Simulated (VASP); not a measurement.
A run of VASP 6.6.1 is set up as follows.

The input INCAR:

```
PREC = Accurate
ENCUT = 520
EDIFF = 1E-7
ISMEAR = 0
SIGMA = 0.02
LREAL = F
LASPH = T
NELM = 100
ALGO = Normal
ISIF = 2
LWAVE = F
LCHARG = T
GGA = PE
LVHAR = T
KPAR = 4
```

KPOINTS

```
regular mesh
0
Gamma
  10 10 10
```

File POSCAR:

```
CaO                                     
1.0
    0.0000000000      2.4189568295      2.4189568295
    2.4189568295      0.0000000000      2.4189568295
    2.4189568295      2.4189568295     -0.0000000000
  Ca              O             
     1     1
Direct
     0.0000000000000000    0.0000000000000000    0.0000000000000000
     0.5000000000000000    0.5000000000000000    0.5000000000000000
```

Potentials or basis: VASP PAW PBE potentials, release 64 (Ca_sv, O).

Launch:

```console
$ cat potpaw_PBE.64/Ca_sv/POTCAR potpaw_PBE.64/O/POTCAR > POTCAR
$ mpirun -np 4 vasp_std > vasp.out
```

Problem. What does it give for the pressure?

Solution. 0.1 GPa.

Problem. Predict the band gap on the k mesh.

Solution. 3.64 eV, indirect (least direct gap 4.02 eV).

A k mesh can miss the band edges. PBE gaps usually lie below the measured ones, often by a third to a half.
